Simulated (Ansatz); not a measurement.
# HfSi2 (ZrSi2 type): a single-point run

Aim: a sound single-point run of HfSi2 (ZrSi2 type). The structure is shown as the input types it.

Method: DFT r2SCAN, scalar-relativistic, plane waves, PAW, in Ansatz 0.2.0.

## (1) The structure to begin with

The structure is orthorhombic, space group Cmcm (No. 63). Conventional cell: a = 3.645 Å, b = 14.623 Å, c = 3.647 Å, α = 90.00°, β = 90.00°, γ = 90.00°. Around Hf (site symmetry m2m) lie 10 Si at 2.69 to 2.95 Å. Si (site symmetry m2m) is surrounded by 2 Si at 2.39 Å and 6 Hf at 2.69 to 2.95 Å. Si (site symmetry m2m) is surrounded by 4 Si at 2.58 Å and 4 Hf at 2.79 Å.

The input asks for a charge of -4 e on the cell.

Structure file:

```
Hf Si
1.0
     1.82275   -7.31142    0.00000
     1.82275    7.31142    0.00000
     0.00000    0.00000    3.64699
Hf Si
2 4
Cartesian
  1.8227 -1.5483 0.9117
  1.8227 1.5483 2.7352
  1.8227 -6.5392 0.9117
  1.8227 6.5392 2.7352
  1.8227 3.6568 0.9117
  1.8227 -3.6568 2.7352
```

## (2) Running it

input.yaml

```yaml
crystal:
  lattice:
    - [1.8227461172, -7.3114222057, 0.0]
    - [1.8227461172, 7.3114222057, 0.0]
    - [0.0, 0.0, 3.6469898843]
  atoms:
    - { symbol: Hf, position: [0.6058800457, 0.3941199543, 0.25] }
    - { symbol: Hf, position: [0.3941199543, 0.6058800457, 0.75] }
    - { symbol: Si, position: [0.9471874423, 0.0528125577, 0.25] }
    - { symbol: Si, position: [0.0528125577, 0.9471874423, 0.75] }
    - { symbol: Si, position: [0.2499264586, 0.7500735414, 0.25] }
    - { symbol: Si, position: [0.7500735414, 0.2499264586, 0.75] }
basis:
  ecutwfc: 500
  ecutrho_ratio: 4
kpoints:
  mp_grid: { grid: [8, 8, 8] }
hamiltonian:
  xc: r2scan
scf:
  occupations: { method: gaussian, width: 0.05 }
  max_iter: 100
output:
  forces: true
  stress: true
total_charge: -4
```

Run with:

```
> ansatz run input.yaml --threads 4 --pin off --max-ram 7168MiB --backend cpu --events-out ev --progress --plain --runs-dir out
```

What happens when this is run?

The run converged and reported no error. It gives a pressure of -30 GPa, which is large.

In the input, total_charge is -4. The typed charge changes the electron count, so this is no longer the system that was meant.

Run again and compare: delete total_charge (the default then holds).
